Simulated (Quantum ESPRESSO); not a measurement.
The system is GaN.

```
Ga N
1.0
     3.18000    0.00000    0.00000
    -1.59000    2.75396    0.00000
     0.00000    0.00000    5.16600
Ga N
2 2
Direct
  0.66667 0.33333 0.50000
  0.33333 0.66667 0.00000
  0.66667 0.33333 0.87500
  0.33333 0.66667 0.37500
```

Base run:

```yaml
Program: Quantum ESPRESSO 7.5
Functional: PBE
Potentials_or_basis: PseudoDojo 0.4 SR PBE stringent
Cutoff: 1551 eV
Density_cutoff: 6204 eV
k_mesh: 10 × 10 × 5
Occupations: fermi-dirac, width 0.05 eV
Spin: no spin polarisation
```

Its results: band gap on the k mesh 2.00 eV, direct; pressure 6.9 GPa; largest force 0.137 eV/Å.

**Question.** The run is repeated on the same cell with these changes: potentials or basis from PseudoDojo 0.4 SR PBE stringent to PseudoDojo 0.4.1 SR PBE standard; cutoff from 1551 eV to 1143 eV; density cutoff from 6204 eV to 4572 eV; valence electrons from 52 to 36. What comes out?

**Answer.** Band gap on the k mesh 2.01 eV, direct; pressure 7.5 GPa; largest force 0.137 eV/Å.

Not every run made on this cell is shown here.
